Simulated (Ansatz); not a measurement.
# SiNi3: response to a stretch of c alone

The task here is to estimate one member of a computed series from the others.

Program: Ansatz 0.2.0. Level of theory: DFT PBE, scalar-relativistic, plane waves, PAW. These are calculated values, not measurements.

2 further runs of the same task are left out: 2 set aside as unsound or not needed.

**The starting structure**

Symmetry: Pm-3m, No. 221, cubic system. Conventional cell: a = 3.506 Å, b = 3.506 Å, c = 3.506 Å, α = 90.00°, β = 90.00°, γ = 90.00°. Around Si (site symmetry m-3m) lie 12 Ni at 2.48 Å. Ni (site symmetry 4/mmm) is surrounded by 4 Si at 2.48 Å and 8 Ni at 2.48 Å.

Structure file:

```cif
data_structure
_symmetry_space_group_name_H-M 'P 1'
_symmetry_Int_Tables_number 1
_cell_length_a 3.5063
_cell_length_b 3.5063
_cell_length_c 3.5063
_cell_angle_alpha 90.000
_cell_angle_beta 90.000
_cell_angle_gamma 90.000
_cell_volume 43.11
loop_
_atom_site_label
_atom_site_type_symbol
_atom_site_fract_x
_atom_site_fract_y
_atom_site_fract_z
_atom_site_occupancy
Si1 Si 0.00000 0.00000 0.00000 1
Ni1 Ni 0.00000 0.50000 0.50000 1
Ni2 Ni 0.50000 0.00000 0.50000 1
Ni3 Ni 0.50000 0.50000 0.00000 1
```

It is the result of an earlier relaxation at this level (volume 10.78 Å³/atom; gap on the mesh: none (metal)).

The unstrained cell comes from an earlier run at this level (4 atoms, E(σ→0) -18156.8008 eV, gap none (metal)).

The first run:

Input file input.yaml:

```yaml
crystal:
  lattice:
    - [3.506259644, 0.0, 0.0]
    - [0.0, 3.506259644, 0.0]
    - [0.0, 0.0, 3.4536657494]
  atoms:
    - { symbol: Si, position: [0.0, 0.0, 0.0] }
    - { symbol: Ni, position: [0.0, 0.5, 0.5] }
    - { symbol: Ni, position: [0.5, 0.0, 0.5] }
    - { symbol: Ni, position: [0.5, 0.5, 0.0] }
basis:
  ecutwfc: 420
kpoints:
  mp_grid: { grid: [14, 14, 14] }
hamiltonian:
  xc: pbe
scf:
  occupations: { method: gaussian, width: 0.1 }
output:
  forces: true
  stress: true
  eigenvalues: true
```

The run is started by

```bash
$ ansatz run input.yaml --threads 1 --pin off --max-ram 2560MiB --backend cpu --events-out ev --progress --plain --runs-dir out
```

Among the steps run: At -1.5 %; The cell strained by +1.5 %; Strain -3.0 %; At +3.0 %; At -4.5 %; The cell strained by +4.5 %.

One of the session's tables, all rows but one given; the rest of the session is left out.

It belongs to the step «Energy and stress against strain (a metal throughout)». Lengths are those of the vectors of the cell that was run; stresses in GPa:

| strain (%) | ΔE (meV/atom) | c (Å) |
| --- | --- | --- |
| -4.5 | 23.1 | 3.348 |
| -3.0 | 10.0 | 3.401 |
| -1.5 | ? | ? |
| +0.0 | 0.0 | 3.506 |
| +1.5 | 2.3 | 3.559 |
| +3.0 | 9.1 | 3.611 |
| +4.5 | 19.9 | 3.664 |

**Question.** Estimate the row for strain (%) = -1.5.

Worked estimate for «ΔE (meV/atom)». A straight line through the neighbours (-3.0, 10.0) and (0.0, 0.0) gives 10.0 + (0.0 − 10.0) × (-1.5 + 3.0) / (0.0 + 3.0) = 5.0; a parabola fitted to 4 rows on both sides gives 2.4.

The run gave: ΔE (meV/atom): 2.4; c (Å): 3.454. In «ΔE (meV/atom)» the line misses by +2.6 and the parabola by 0.0.

ΔE is over the unstrained cell. Stress in GPa, positive in compression, on the Cartesian axes of the input. 

Caveats from the session: Spin polarisation is off in the runs that give these values; a magnetic solution could lie lower.
